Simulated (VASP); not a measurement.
Crystal: Mn3Sb.

```
CELL_PARAMETERS angstrom
3.81338 0.00000 0.00000
0.00000 3.81338 0.00000
0.00000 0.00000 3.81338
ATOMIC_POSITIONS crystal
Sb 0.00000 0.00000 0.00000
Mn 0.50000 0.00000 0.50000
Mn 0.50000 0.50000 0.00000
Mn 0.00000 0.50000 0.50000
```

The cell comes from a database or a generator and needn't be the stable form of this composition.

| Item | Value |
| --- | --- |
| Program | VASP 6.6.1 |
| Task | relaxation of cell and atoms |
| Functional | r2SCAN |
| Potentials or basis | VASP PAW PBE potentials, release 64 (Sb, Mn_pv) |
| Cutoff | 600 eV |
| k mesh | 7 × 7 × 7 |
| Occupations | methfessel-paxton, width 0.1 eV |
| Spin | collinear spin, ferromagnetic start |
| Starting moments | [0.0, 4.0, 4.0, 4.0] μB |

At the start: pressure 12.2 GPa; volume 13.86 Å³/atom.

Question: Where does the relaxation end?

Answer: Over 3 steps the energy falls by 107.6 meV/atom and the volume is 16.24 Å³/atom (+17.1 %); space group Pm-3m (No. 221, to 0.05 Å); moment 10.73 μB per cell.

The path:
```tsv
step	energy change (eV)	largest force (eV/Å)	pressure (GPa)	volume (Å³)
1	0.0000	0.0000	12.23	55.45
2	-0.4286	0.0000	1.03	64.39
3	-0.4303	0.0000	0.09	64.96
```

Final structure:
```xyz
4
Lattice="4.0199 0.0000 0.0000 0.0000 4.0199 0.0000 0.0000 0.0000 4.0199" Properties=species:S:1:pos:R:3 pbc="T T T"
Sb    0.0000    0.0000    0.0000
Mn    2.0099    0.0000    2.0099
Mn    2.0099    2.0099    0.0000
Mn    0.0000    2.0099    2.0099
```

Caveat: the volume moved by over 15 % at a fixed basis, so the end points are rough; the PAW data sets were made with another functional, which shifts forces and pressure a little; only a ferromagnetic start was run, and an antiferromagnetic order may lie lower in energy.
